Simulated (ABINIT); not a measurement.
# Li (Im-3m) in ABINIT: optical spectrum with PBEsol

Aim: the optical spectrum of Li with PBEsol.

Everything below comes from runs of ABINIT 10.8.3 (patched build). Logs are shortened: lines on timing, memory, paths and dates and some standing lists are left out, and cuts for length are marked. The log counts tension as positive stress, the text compression.

## (1) Starting point

It takes space group Im-3m (No. 229, cubic). Conventional cell: a = 3.509 Å, b = 3.509 Å, c = 3.509 Å, α = 90.00°, β = 90.00°, γ = 90.00°. Li (site symmetry m-3m) has 8 Li at 3.04 Å as nearest neighbours.

## (2) Optical spectrum, PBEsol

Input file run.abi:

```
# Datasets
ndtset 3

# Pseudopotentials
pp_dirpath "./"
pseudos "Li.upf"

# Structure
acell 3*1.0 Angstrom
rprim
    -1.7546500000     1.7546500000     1.7546500000
     1.7546500000    -1.7546500000     1.7546500000
     1.7546500000     1.7546500000    -1.7546500000
ntypat 1
znucl 3
natom 1
typat 1
xred
            0.0            0.0            0.0

# Plane-wave basis
ecut 33.0

# k points
ngkpt 14 14 14
nshiftk 2
shiftk
     0.2500000000     0.2500000000     0.2500000000
    -0.2500000000    -0.2500000000    -0.2500000000
istwfk *1

# Exchange and correlation
ixc -116133

# Bands and occupations
occopt 6
tsmear 0.2 eV

# SCF cycle
nstep 80

# Output
iomode 3
prteig 0
prtebands 0

# Dataset 1: ground state
nband1 6
tolvrs1 1.0e-12
prtden1 1
prtwf1 0
kptopt1 1

# Dataset 2: empty bands at fixed density
iscf2 -3
getden2 1
nband2 14
nbdbuf2 4
tolwfr2 1.0e-12
nstep2 120
prtden2 0
kptopt2 1

# Dataset 3: wave functions and velocity matrix elements in the full zone
optdriver3 8
wfk_task3 "wfk_optics_fullbz"
getwfk3 2
nband3 10
kptopt3 1
prtevk3 1
inclvkb3 2
```

Input file optic.abi:

```
&FILES
 ddkfile_1 = 'runo_DS3_1_EVK.nc',
 ddkfile_2 = 'runo_DS3_2_EVK.nc',
 ddkfile_3 = 'runo_DS3_3_EVK.nc',
 wfkfile = 'runo_DS3_WFK.nc'
/
&PARAMETERS
 broadening = 0.003675,
 domega = 0.002,
 maxomega = 0.8,
 scissor = 0.000000,
 tolerance = 0.002
/
&COMPUTATIONS
 num_lin_comp = 1,
 lin_comp = 11,
 num_nonlin_comp = 0
/
```

Potentials or basis: PseudoDojo NC SR PBEsol v0.4.1 standard.

The run is started by

```console
$ abinit run.abi > log 2>&1
$ optic optic.abi > optic.log 2>&1
```

run.abo:

```text
.Version 10.8.3 of ABINIT
 DATASET    1 : space group Im -3 m (#229); Bravais cI (body-center cubic)
================================================================================
 Values of the parameters that define the memory need for DATASET  1.
     intxc =       0    ionmov =       0      iscf =       7    lmnmax =       4
     lnmax =       4     mgfft =      30  mpssoang =       2    mqgrid =    3001
     natom =       1  nloc_mem =       1    nspden =       1   nspinor =       1
    nsppol =       1      nsym =      48    n1xccc =       0    ntypat =       1
    occopt =       6   xclevel =       2
       mpw =        1337          nfft =       27000          nkpt =         168
================================================================================
================================================================================
[... 13 lines left out ...]
 DATASET    3 : space group Im -3 m (#229); Bravais cI (body-center cubic)
================================================================================
 Values of the parameters that define the memory need for DATASET  3.
     intxc =       0    ionmov =       0      iscf =       7    lmnmax =       4
     lnmax =       4     mgfft =      30  mpssoang =       2    mqgrid =    3001
     natom =       1  nloc_mem =       1    nspden =       1   nspinor =       1
    nsppol =       1      nsym =      48    n1xccc =       0    ntypat =       1
    occopt =       6   xclevel =       2
       mpw =        1337          nfft =       27000          nkpt =         168
================================================================================
================================================================================

--------------------------------------------------------------------------------
------------- Echo of variables that govern the present computation ------------
--------------------------------------------------------------------------------
 -outvars: echo values of preprocessed input variables --------
            acell      1.8897261259E+00  1.8897261259E+00  1.8897261259E+00 Bohr
              amu      6.94100000E+00
             ecut      3.30000000E+01 Hartree
           getden1          0
           getden2          1
           getden3          0
           getwfk1          0
           getwfk2          0
           getwfk3          2
             iscf1          7
             iscf2         -3
             iscf3          7
              ixc     -116133
           jdtset        1    2    3
                       outvar_i_n : Printing only first  50 k-points.
         kptrlatt       14    0   14      0   14   14    -14  -14    0
          kptrlen      9.28426225E+01
            natom           1
            nband1          6
            nband2         14
            nband3         10
           nbdbuf1          0
           nbdbuf2          4
           nbdbuf3          0
           ndtset           3
            ngfft          30      30      30
             nkpt         168
            nstep1         80
            nstep2        120
[... 258 lines left out ...]

 ----iterations are completed or convergence reached----

 Mean square residual over all n,k,spin=   27.243E-14; max=  99.256E-14
 reduced coordinates (array xred) for    1 atoms
       0.000000000000      0.000000000000      0.000000000000

 cartesian coordinates (angstrom) at end:
    1      0.00000000000000     0.00000000000000     0.00000000000000
 length scales=  1.889726125908  1.889726125908  1.889726125908 bohr
              =  1.000000000000  1.000000000000  1.000000000000 angstroms
 Eigenvalues (hartree) for nkpt= 168  k points:
 kpt#   1, nband= 14, wtk=  0.00146, kpt= -0.0179 -0.0179  0.0536 (reduced coord)
  -1.68307   -0.11670    0.51592    0.52124    0.52124    0.66914    0.66914    0.70568
   0.71457    0.71457    0.74119    0.78702    0.78702    1.09816
      occupation numbers for kpt#   1
   2.00000    2.00000    0.00000    0.00000    0.00000    0.00000    0.00000    0.00000
   0.00000    0.00000    0.00000    0.00000    0.00000    0.00000
 prteigrs : prtvol=0 or 1, do not print more k-points.

--- !EnergyTerms
iteration_state     : {dtset: 2, }
comment             : Components of total free energy in Hartree
kinetic             :  5.18161015290275E+00
hartree             :  1.81057821288399E+00
xc                  : -1.61569726748974E+00
Ewald energy        : -2.46946608268977E+00
psp_core            :  5.36692723770857E-02
local_psp           : -5.58710532312610E+00
non_local_psp       : -4.52763331513590E+00
internal            : -7.15404435027769E+00
'-kT*entropy'       : -3.04210803841263E-06
total_energy        : -7.15404739238572E+00
...

--- !EnergyTermsDC
iteration_state     : {dtset: 2, }
comment             : '"Double-counting" decomposition of free energy'
band_energy         : -3.40496874696126E+00
Ewald energy        : -2.46946608268977E+00
psp_core            :  5.36692723770857E-02
xc_dc               : -1.33327878171296E+00
internal            : -7.15404433898690E+00
'-kT*entropy'       : -3.04210803841263E-06
total_energy_dc     : -7.15404738109494E+00
...

================================================================================
== DATASET  3 ==================================================================

--- !DatasetInfo
iteration_state: {dtset: 3, }
dimensions: {natom: 1, nkpt: 168, mband: 10, nsppol: 1, nspinor: 1, nspden: 1, mpw: 1337, }
cutoff_energies: {ecut:  33.0, pawecutdg:  -1.0, }
electrons: {nelect:   3.00000000E+00, charge:   0.00000000E+00, occopt:   6.00000000E+00, tsmear:   7.34986444E-03, }
meta: {optdriver: 8, wfk_task: 7, }
...

 mkfilename : getwfk/=0, take file _WFK from output of DATASET   2.

--------------------------------------------------------------------------------

 Computation of velocity matrix elements (DDK)

 Parameters extracted from the Abinit header:
    ecut:     33.0
    nkpt:    5488
    mband:   14
    nsppol:  1
    nspinor: 1
    useylm:  0
    inclvkb: 2
    bmin: 1, bmax: 14
    Computing diagonal and off-diagonal matrix elements
    Between band index bmin: 1, bmax: 14

== END DATASET(S) ==============================================================
================================================================================

 -outvars: echo values of variables after computation  --------
            acell      1.8897261259E+00  1.8897261259E+00  1.8897261259E+00 Bohr
           etotal1    -7.1540473811E+00
           etotal2    -7.1540473811E+00
           etotal3     0.0000000000E+00
            fcart1    -0.0000000000E+00 -0.0000000000E+00 -0.0000000000E+00
            fcart3     0.0000000000E+00  0.0000000000E+00  0.0000000000E+00
            rprim     -1.7546500000E+00  1.7546500000E+00  1.7546500000E+00
                       1.7546500000E+00 -1.7546500000E+00  1.7546500000E+00
                       1.7546500000E+00  1.7546500000E+00 -1.7546500000E+00
           strten1     3.7470784389E-05  3.7470784389E-05  3.7470784389E-05
                       0.0000000000E+00  0.0000000000E+00  0.0000000000E+00
           strten3     0.0000000000E+00  0.0000000000E+00  0.0000000000E+00
                       0.0000000000E+00  0.0000000000E+00  0.0000000000E+00
 Calculation completed.
```

Wall time 75 s (1 thread of Arm Neoverse V2, shared host); peak memory 1.8 GiB.

What came out:

| Property | Result |
| --- | --- |
| Free energy | -194.6715 eV |
| Pressure | -1.1 GPa |

Dielectric function (mean over the directions given):
```
energy (eV)  real part  imaginary part
       0.33       1.43            0.00
       1.31       1.46            0.01
       2.29       1.54            0.01
       3.37       1.94            0.09
       4.35       1.13            0.30
       5.44       0.69            0.33
       6.42       0.77            0.66
       7.51       0.98            0.38
       8.49       0.99            0.27
       9.58       0.83            0.16
      10.56       0.92            0.26
      11.65       0.92            0.14
      12.63       0.93            0.11
      13.71       0.88            0.07
      14.69       0.88            0.07
      15.78       0.91            0.06
      16.76       0.92            0.03
      17.85       0.94            0.02
      18.83       0.96            0.02
      19.92       0.95            0.02
```

Caveat: the intraband (Drude) term is left out; spectra need much finer meshes, so this one isn't converged; independent-particle spectra lack excitons.
